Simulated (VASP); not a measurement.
# BeS (F-43m) in VASP: a series of runs

One crystal, BeS, is run at these levels: RPBE, PBE+TS; tasks: single point, relaxation of cell and atoms.

Everything below comes from runs of VASP 6.6.1. Logs are shortened: lines on timing, memory, paths and dates and some standing lists are left out, and cuts for length are marked.

## Step 1: Starting point

Symmetry: F-43m, No. 216, cubic system. The conventional cell has a = 4.850 Å, b = 4.850 Å, c = 4.850 Å, α = 90.00°, β = 90.00°, γ = 90.00°. S (site symmetry -43m) is surrounded by 4 Be at 2.10 Å. Around Be (site symmetry -43m) lie 4 S at 2.10 Å.

## Step 2: Single point, RPBE

Input file run.py:

```python
from ase.calculators.vasp import Vasp
from ase.dft.bandgap import bandgap
from ase.io import read

atoms = read('POSCAR')
calc = Vasp(
    directory='calc',
    xc='rpbe',
    pp='PBE',
    setups='minimal',
    prec='Accurate',
    encut=500,
    ediff=1e-06,
    ismear=0,
    sigma=0.02,
    lreal=False,
    lasph=True,
    nelm=100,
    algo='Fast',
    isif=2,
    lwave=False,
    lcharg=False,
    kpts=[9, 9, 9],
    gamma=True,
)
atoms.calc = calc

print('energy (eV):', atoms.get_potential_energy())
print('free energy (eV):', atoms.get_potential_energy(force_consistent=True))
print('forces (eV/A):')
print(atoms.get_forces())
print('stress (eV/A^3, Voigt):', atoms.get_stress())
print('Fermi level (eV):', calc.get_fermi_level())
gap, top, bottom = bandgap(calc)
print('band gap (eV):', gap, 'from (spin, k, band)', top, 'to', bottom)
```

Input file POSCAR:

```
BeS
1.0
    0.0000000000      2.4250000000      2.4250000000
    2.4250000000      0.0000000000      2.4250000000
    2.4250000000      2.4250000000      0.0000000000
S Be
1 1
Direct
    0.7500000000      0.7500000000      0.7500000000
    0.0000000000      0.0000000000      0.0000000000
```

Potentials or basis: VASP PAW PBE potentials, release 64 (S, Be).

Started as:

```sh
> python run.py
```

Log:

```text
energy (eV): -9.40711694
free energy (eV): -9.40711694
forces (eV/A):
[[ 0.  0.  0.]
 [-0. -0. -0.]]
stress (eV/A^3, Voigt): [-0.02402556 -0.02402556 -0.02402556 -0.         -0.         -0.        ]
Fermi level (eV): 4.42189393
band gap (eV): 3.3125999999999998 from (spin, k, band) (0, np.int64(0), np.int64(3)) to (0, np.int64(23), np.int64(4))
```

OUTCAR:

```text
ENCUT = 500.000000
   EDIFF = 1.00e-06
   GGA = RP
   PREC = Accurate
   ISIF = 2
   ISMEAR = 0
   NELM = 100
   LASPH = .TRUE.
   LREAL = .FALSE.

 ion  position               nearest neighbor table
   1  0.750  0.750  0.750-   2 2.10   2 2.10   2 2.10   2 2.10
   2  0.000  0.000  0.000-   1 2.10   1 2.10   1 2.10   1 2.10

  LATTYP: Found a face centered cubic cell.
 ALAT       =     4.8500000000

  Lattice vectors:

 A1 = (   0.0000000000,   2.4250000000,   2.4250000000)
 A2 = (   2.4250000000,   0.0000000000,   2.4250000000)
 A3 = (   2.4250000000,   2.4250000000,   0.0000000000)

Analysis of symmetry for initial positions (statically):
=====================================================================
 Subroutine PRICEL returns:
 Original cell was already a primitive cell.

 Routine SETGRP: Setting up the symmetry group for a
 face centered cubic supercell.

 Subroutine GETGRP returns: Found 24 space group operations
 (whereof 24 operations were pure point group operations)
 out of a pool of 48 trial point group operations.

The static configuration has the point symmetry T_d .

Analysis of symmetry for dynamics (positions and initial velocities):
=====================================================================
 Subroutine PRICEL returns:
 Original cell was already a primitive cell.

 Routine SETGRP: Setting up the symmetry group for a
 face centered cubic supercell.

 Subroutine GETGRP returns: Found 24 space group operations
 (whereof 24 operations were pure point group operations)
 out of a pool of 48 trial point group operations.

The dynamic configuration has the point symmetry T_d .

 Subroutine INISYM returns: Found 24 space group operations
 (whereof 24 operations are pure point group operations),
 and found     1 'primitive' translations

----------------------------------------------------------------------------------------

                                     Primitive cell

  volume of cell :      28.5210

  direct lattice vectors                    reciprocal lattice vectors
     0.000000000  2.425000000  2.425000000    -0.206185567  0.206185567  0.206185567
     2.425000000  0.000000000  2.425000000     0.206185567 -0.206185567  0.206185567
     2.425000000  2.425000000  0.000000000     0.206185567  0.206185567 -0.206185567

  length of vectors
     3.429467889  3.429467889  3.429467889     0.357123878  0.357123878  0.357123878

  position of ions in fractional coordinates (direct lattice)
     0.750000000  0.750000000  0.750000000
     0.000000000  0.000000000  0.000000000

  ion indices of the primitive-cell ions
   primitive index   ion index
                 1           1
                 2           2

----------------------------------------------------------------------------------------

 KPOINTS: KPOINTS created by Atomic Simulation Env

Automatic generation of k-mesh.
 Grid dimensions read from file:
 generate k-points for:    9    9    9

 Generating k-lattice:

  Cartesian coordinates                     Fractional coordinates (reciprocal lattice)
    -0.022909507  0.022909507  0.022909507     0.111111111  0.000000000  0.000000000
     0.022909507 -0.022909507  0.022909507     0.000000000  0.111111111  0.000000000
     0.022909507  0.022909507 -0.022909507     0.000000000  0.000000000  0.111111111

  Length of vectors
     0.039680431  0.039680431  0.039680431

  Shift w.r.t. Gamma in fractional coordinates (k-lattice)
     0.000000000  0.000000000  0.000000000

 Subroutine IBZKPT returns following result:
 ===========================================

 Found     35 irreducible k-points:

 Following reciprocal coordinates:
            Coordinates               Weight
  0.000000  0.000000  0.000000      1.000000
  0.111111  0.000000  0.000000      8.000000
  0.222222  0.000000  0.000000      8.000000
  0.333333  0.000000  0.000000      8.000000
  0.444444  0.000000  0.000000      8.000000
  0.111111  0.111111  0.000000      6.000000
[... 27 lines left out ...]
 -0.333333  0.444444  0.111111     24.000000
 -0.333333  0.444444  0.222222     24.000000
   k-points           NKPTS =     35   k-points in BZ     NKDIM =     35   number of bands    NBANDS=      8
   number of dos      NEDOS =    301   number of ions     NIONS =      2
   total plane-waves  NPLWV =  21952
   dimension x,y,z NGX =    28 NGY =   28 NGZ =   28
   dimension x,y,z NGXF=    56 NGYF=   56 NGZF=   56
   ions per type =               1   1
   NGX,Y,Z   is equivalent  to a cutoff of  13.57, 13.57, 13.57 a.u.
   NGXF,Y,Z  is equivalent  to a cutoff of  27.15, 27.15, 27.15 a.u.
 SYSTEM =  unknown system
   PREC   = accura    normal or accurate (medium, high low for compatibility)
   ISTART =      0    job   : 0-new  1-cont  2-samecut
   ICHARG =      2    charge: 1-file 2-atom 10-const
   ISPIN  =      1    spin polarized calculation?
   LNONCOLLINEAR =      F non collinear calculations
   LSORBIT =      F    spin-orbit coupling
   LASPH  =      T    aspherical Exc in radial PAW
   ENCUT  =  500.0 eV  36.75 Ry    6.06 a.u.   6.25  6.25  6.25*2*pi/ulx,y,z
   NELM   =    100;   NELMIN=  2; NELMDL= -5     # of ELM steps
   EDIFF  = 0.1E-05   stopping-criterion for ELM
   LREAL  =      F    real-space projection
   EDIFFG = 0.1E-04   stopping-criterion for IOM
   NSW    =      0    number of steps for IOM
   IBRION =     -1    ionic relax: 0-MD 1-quasi-New 2-CG
   NFREE  =      0    steps in history (QN), initial steepest desc. (CG)
   ISIF   =      2    stress and relaxation
   ISYM   =      2    0-nonsym 1-usesym 2-fastsym
   POTIM  = 0.5000    time-step for ionic-motion
   TEBEG  =    0.0;   TEEND  =   0.0 temperature during run
   PSTRESS=    0.0 pullay stress
   NELECT =       8.0000    total number of electrons
   NUPDOWN=      -1.0000    fix difference up-down
   EMIN   =  10.00;   EMAX   =-10.00  energy-range for DOS
   EFERMI =   0.00;   METHOD = LEGACY
   ISMEAR =     0;   SIGMA  =   0.02  broadening in eV -4-tet -1-fermi 0-gaus
   EFERMI_NEDOS =   21; number of points for ismear=-14 and -15
   IALGO  =     68    algorithm
   IMIX   =      4    mixing-type and parameters
     AMIX     =   0.40;   BMIX     =  1.00
     AMIX_MAG =   1.60;   BMIX_MAG =  1.00
  volume/ion in A,a.u.               =      14.26        96.23
  Fermi-wavevector in a.u.,A,eV,Ry     =   1.071642  2.025110 15.625158  1.148417
  Thomas-Fermi vector in A             =   2.207388
   LORBIT       =      0    0 simple, 1 ext, 2 COOP (PROOUT), +10 PAW based schemes
   GGA     = RP    functional components
   LHFCALC =     F    Hartree Fock is set to
   AEXX    =    0.0000 exact exchange contribution
   IVDW    =     0    specifies the selected vdW correction
   LEPSILON=     F    determine dielectric tensor
   LRPA    =     F    only Hartree local field effects (RPA)
 non-spin polarized calculation
 RMM-DIIS sequential band-by-band and
 Gauss-broadening in eV      SIGMA  =   0.02
  energy-cutoff  :      500.00
  volume of cell :       28.52
 maximum number of plane-waves:       745
 NGX is ok and might be reduce to    28
   NGX = 13   NGY = 13   NGZ = 13

 number of electron       7.9999999 magnetization

 Free energy of the ion-electron system (eV)
  ---------------------------------------------------
  ext. energy  EPLUGINS =         0.00000000
  ---------------------------------------------------
  free energy    TOTEN  =        -9.40711694 eV

  energy without entropy =       -9.40711694  energy(sigma->0) =       -9.40711694

 E-fermi :   4.4219     XC(G=0):  -9.6052

 val. band max:        4.2511437263   @ k =   0.0000   0.0000   0.0000
 cond. band min:       7.5637256343   @ k =   0.4444   0.4444   0.0000
 fundamental gap:      3.3125819080
 Fermi energy:         4.4218939280

 k-point     1 :       0.0000    0.0000    0.0000
  band No.  band energies     occupation
      1      -9.4326      2.00000
      2       4.2511      2.00000
      3       4.2511      2.00000
      4       4.2511      2.00000
      5       9.9719      0.00000
      6       9.9719      0.00000
      7       9.9719      0.00000
      8      10.2860      0.00000

 k-point     2 :       0.1111    0.0000    0.0000
  band No.  band energies     occupation
      1      -9.2922      2.00000
      2       3.2751      2.00000
      3       4.0914      2.00000
      4       4.0914      2.00000
      5       9.9535      0.00000
      6      10.2612      0.00000
      7      10.2612      0.00000
      8      11.2953      0.00000

 k-point     3 :       0.2222    0.0000    0.0000
  band No.  band energies     occupation
      1      -8.8975      2.00000
      2       1.4322      2.00000
      3       3.7474      2.00000
      4       3.7474      2.00000
      5       9.9062      0.00000
      6      10.7830      0.00000
      7      10.7830      0.00000
      8      13.1784      0.00000
[... 331 lines left out ...]
 k-point    34 :      -0.3333    0.4444    0.1111
  band No.  band energies     occupation
      1      -7.2626      2.00000
      2      -0.2936      2.00000
      3       0.4415      2.00000
      4       1.5515      2.00000
      5       9.2718      0.00000
      6      11.4374      0.00000
      7      14.3219      0.00000
      8      14.8918      0.00000

 k-point    35 :      -0.3333    0.4444    0.2222
  band No.  band energies     occupation
      1      -7.2854      2.00000
      2      -0.1708      2.00000
      3       0.4998      2.00000
      4       1.2560      2.00000
      5      10.6027      0.00000
      6      11.9074      0.00000
      7      12.6493      0.00000
      8      14.2787      0.00000

------------------------ aborting loop because EDIFF is reached ----------------------------------------

  FORCE on cell =-STRESS in cart. coord.  units (eV):
  Direction    XX          YY          ZZ          XY          YZ          ZX
  --------------------------------------------------------------------------------------
  -------------------------------------------------------------------------------------
  Total        0.6852334      0.6852334      0.6852334      0.0000000      0.0000000      0.0000000
  in kB       38.4931880     38.4931880     38.4931880      0.0000000      0.0000000      0.0000000
  external PRESSURE =      38.4931880 kB  Pullay stress =       0.0000000 kB

 VOLUME and BASIS-vectors are now :
 -----------------------------------------------------------------------------
  energy-cutoff  :      500.00
  volume of cell :       28.52
      direct lattice vectors                 reciprocal lattice vectors
     0.000000000  2.425000000  2.425000000    -0.206185567  0.206185567  0.206185567
     2.425000000  0.000000000  2.425000000     0.206185567 -0.206185567  0.206185567
     2.425000000  2.425000000  0.000000000     0.206185567  0.206185567 -0.206185567

 POSITION                                       TOTAL-FORCE (eV/Angst)
 -----------------------------------------------------------------------------------
      3.63750      3.63750      3.63750         0.000000      0.000000      0.000000
      0.00000      0.00000      0.00000        -0.000000     -0.000000     -0.000000
 -----------------------------------------------------------------------------------
    total drift:                                0.000000      0.000000     -0.000000

  FREE ENERGIE OF THE ION-ELECTRON SYSTEM (eV)
  ---------------------------------------------------
  free  energy   TOTEN  =        -9.4071169363 eV

  energy  without entropy=       -9.4071169363  energy(sigma->0) =       -9.40711694
```

INCAR:

```text
ENCUT = 500.000000
SIGMA = 0.020000
EDIFF = 1.00e-06
ALGO = Fast
GGA = RP
PREC = Accurate
ISIF = 2
ISMEAR = 0
NELM = 100
LASPH = .TRUE.
LCHARG = .FALSE.
LWAVE = .FALSE.
LREAL = .FALSE.
```

Wall time 8.1 s (1 thread of Intel Xeon Platinum 8559C (Emerald Rapids), shared host); peak memory 0.14 GiB.

Results:

| Property | Result |
| --- | --- |
| Free energy | -9.4071 eV |
| Pressure | 3.8 GPa |
| Band gap on the k mesh | 3.31 eV, indirect (least direct gap 5.72 eV) |

Levels at points of the mesh, in eV from the valence-band top:
| k point | band 1 | band 2 | band 3 | band 4 | band 5 | band 6 | band 7 | band 8 |
| --- | --- | --- | --- | --- | --- | --- | --- | --- |
| (0.00, 0.00, 0.00) | -13.68 | 0.00 | 0.00 | 0.00 | 5.72 | 5.72 | 5.72 | 6.03 |

Caveat: the PAW data sets were made with another functional, which shifts forces and pressure a little; an odd mesh through Γ misses points on the zone boundary, where band edges often lie.

## Step 3: Relaxation of cell and atoms, PBE+TS, collinear spin, random start

Input file INCAR:

```
SYSTEM = BeS
ALGO     = Normal         ! electronic algorithm
EDIFF    = 1E-6           ! SCF threshold, eV
EDIFFG   = -0.005         ! ionic threshold
ENCUT    = 580            ! plane-wave cutoff, eV
GGA      = PE             ! functional
IBRION   = 2              ! ionic algorithm
ISIF     = 3              ! what is computed and relaxed
ISMEAR   = -4             ! smearing method
ISPIN    = 2              ! spin polarisation
IVDW     = 2              ! dispersion correction
LASPH    = .True.         ! aspherical terms in the spheres
LCHARG   = .False.        ! write CHGCAR
LORBIT   = 11             ! projections on sites
LREAL    = .False.        ! projectors in reciprocal space
LWAVE    = .False.        ! write WAVECAR
MAGMOM   = -0.02 0        ! initial moments
NELM     = 80             ! most SCF steps
NSW      = 40             ! ionic steps
PREC     = Accurate       ! precision mode
SIGMA    = 0.005          ! smearing width, eV
```

Input file KPOINTS:

```
k-points
0
Gamma
  9 9 9
  0 0 0
```

POSCAR, as its differences from that of step 2:

```diff
@@ -7,4 +7,4 @@
 1 1
-Direct
-    0.7500000000      0.7500000000      0.7500000000
+Cartesian
+    3.6375000000      3.6375000000      3.6375000000
     0.0000000000      0.0000000000      0.0000000000
```

Potentials or basis: VASP PAW PBE potentials, release 64 (S, Be).

Started as:

```sh
> cat potpaw_PBE.64/S/POTCAR potpaw_PBE.64/Be/POTCAR > POTCAR
> mpirun -np 1 vasp_std > vasp.out
```

Wall time 26 s (1 thread of Intel Xeon Platinum 8559C (Emerald Rapids), shared host); peak memory 0.17 GiB.

Results (log left out):

* Free energy: -10.4530 eV
* Relaxed volume: 14.30 Å³/atom
* Relaxed cell: a = 3.433 Å, b = 3.433 Å, c = 3.433 Å, α = 60.00°, β = 60.00°, γ = 60.00°
* Space group after relaxing (to 0.05 Å): F-43m (No. 216)
* Energy gained by relaxing: 0.0 meV/atom
* Ionic steps: 3
* Pressure after relaxing: 0.0 GPa
* Band gap on the k mesh: 3.21 eV, indirect (least direct gap 5.67 eV)
* Net moment: 0.00 μB per cell
* Valence electrons inside the program's atomic spheres: S 3.84; Be 1.04
* Hirshfeld charges: S -0.08; Be +0.08 e
* Dispersion energy per atom: -0.220 eV

Final structure:
```xyz
2
Lattice="0.0000 2.4275 2.4275 2.4275 0.0000 2.4275 2.4275 2.4275 0.0000" Properties=species:S:1:pos:R:3 pbc="T T T"
S     3.6412    3.6412    3.6412
Be    0.0000    0.0000    0.0000
```

Levels at points of the mesh, in eV from the valence-band top:
Spin up:
| k point | band 2 | band 3 | band 4 | band 5 | band 6 | band 7 |
| --- | --- | --- | --- | --- | --- | --- |
| (0.00, 0.00, 0.00) | 0.00 | 0.00 | 0.00 | 5.67 | 5.67 | 5.67 |
Spin down:
```tsv
k point	band 2	band 3	band 4	band 5	band 6	band 7
(0.00, 0.00, 0.00)	0.00	0.00	0.00	5.67	5.67	5.67
```

Caveat: an odd mesh through Γ misses points on the zone boundary, where band edges often lie.
